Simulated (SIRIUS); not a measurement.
Nb under changes of volume

One of the cells (19.300 Å³/atom); the others are scaled copies at fixed shape and fractional positions:

```
Nb
1.0
     0.00000    2.12901    2.12901
     2.12901    0.00000    2.12901
     2.12901    2.12901    0.00000
Nb
1
Direct
  0.00000 0.00000 0.00000
```

This isn't the form of Nb at room conditions, which is bcc.

| Quantity | Value |
| --- | --- |
| Program | SIRIUS 7.10.0 |
| Functional | PBE |
| Potentials or basis | PseudoDojo 0.4.1 PBE standard (scalar relativistic) |
| Cutoff | 1127 eV |
| Density cutoff | 4507 eV |
| k mesh | 11 × 11 × 11 |
| Occupations | fermi-dirac, width 0.05 eV |
| Spin | no spin polarisation |

```csv
volume (Å³/atom),energy over the lowest point (meV/atom),pressure (GPa)
17.786,25.64,9.4
18.165,8.21,5.3
18.543,0.00,1.7
19.300,?,?
19.679,22.36,-7.4
20.057,42.94,-9.8
```

Task: What does the run at 19.300 Å³/atom give?

Result: Energy over the lowest point 7.86 meV/atom; pressure -4.7 GPa.

Worked out: A Birch-Murnaghan fit of order 3 (a polynomial in V^(-2/3)) to the other rows has its minimum at 18.72 Å³/atom with B0 = V·E''(V) = 166 GPa and B' = 4.1. It gives 7.85 meV/atom at 19.300 Å³/atom, against the run's 7.86, and -dE/dV = -4.7 GPa, against -4.7.

Energies are extrapolated to zero smearing.
